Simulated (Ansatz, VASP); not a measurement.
# CdS in VASP and in Ansatz

```
Cd S
1.0
     3.31672    0.00000    0.00000
     0.00000    3.31672    0.00000
     0.00000    0.00000    3.31672
Cd S
1 1
Direct
  0.00000 0.00000 0.00000
  0.50000 0.50000 0.50000
```

Change from the starting cell: volume scaled by 0.92, LAPW.

Alike in both runs: task single point; functional PBE; k mesh 14 × 14 × 14; occupations fermi-dirac, width 0.05 eV; no spin polarisation.

```csv
,VASP,Ansatz
version,VASP 6.6.1,Ansatz 0.2.0
potentials or method,"VASP PAW PBE potentials, release 64 (Cd, S), cutoff 520 eV","all-electron LAPW, scalar-relativistic"
```

```tsv
	VASP	Ansatz	Ansatz less VASP
pressure (GPa)	7.5	7.0	-0.49
```

Ansatz ran all-electron here, so the differences hold the error of VASP's frozen core and of both bases.
